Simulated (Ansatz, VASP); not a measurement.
**One calculation of PbO2, two programs**

INCAR

```
PREC = Accurate
ENCUT = 520
EDIFF = 1E-7
ISMEAR = -1
SIGMA = 0.05
LREAL = False
LASPH = True
NELM = 100
ALGO = Normal
ISIF = 2
LWAVE = False
LCHARG = False
GGA = PE
NBANDS = 20
```

The input KPOINTS:

```
regular mesh
0
Gamma
  9 9 9
```

The input POSCAR:

```
PbO2
1.0
    0.0000000000      2.7375486038      2.7375486038
    2.7375486038      0.0000000000      2.7375486038
    2.7375486038      2.7375486038      0.0000000000
Pb O
1 2
Direct
    0.0000000000      0.0000000000      0.0000000000
    0.7500000000      0.7500000000      0.7500000000
    0.2500000000      0.2500000000      0.2500000000
```

input.yaml

```yaml
crystal:
  lattice:
    - [0.0, 2.7375486038, 2.7375486038]
    - [2.7375486038, 0.0, 2.7375486038]
    - [2.7375486038, 2.7375486038, 0.0]
  atoms:
    - { symbol: Pb, position: [0.0, 0.0, 0.0] }
    - { symbol: O, position: [0.75, 0.75, 0.75] }
    - { symbol: O, position: [0.25, 0.25, 0.25] }
hamiltonian:
  xc: pbe
  pseudopotentials: { kind: paw }
kpoints:
  mp_grid: { grid: [9, 9, 9] }
scf:
  occupations: { method: fermi_dirac, width: 0.05 }
output:
  forces: true
  stress: true
  eigenvalues: true
  write_density: true
  write_potential: true
  elf: true
  volumetric_format: npy
```

Change from the starting cell: volume scaled by 1.04.

Alike in both runs: task single point; functional PBE; k mesh 9 × 9 × 9; occupations fermi-dirac, width 0.05 eV; no spin polarisation.

```csv
,VASP,Ansatz
version,VASP 6.6.1,Ansatz 0.2.0
potentials or method,"VASP PAW PBE potentials, release 64 (Pb_d, O)",Ansatz PAW
plane-wave cutoff (eV),520,420
valence electrons in the cell,26,26
```

```csv
,VASP,Ansatz,Ansatz less VASP
gap on the k mesh at the Fermi level (eV),none,none,-
pressure (GPa),-4.3,-4.4,-0.15
```

A gap of «none» marks a metal or a gap that the smearing closes. With one functional, cell and mesh, what is left measures potentials, basis and numerics.

Caveats: the pressure holds a Pulay correction of +0.6 GPa for the finite cutoff (Ansatz). The runs have no spin-orbit coupling, so splittings on Pb are missing.
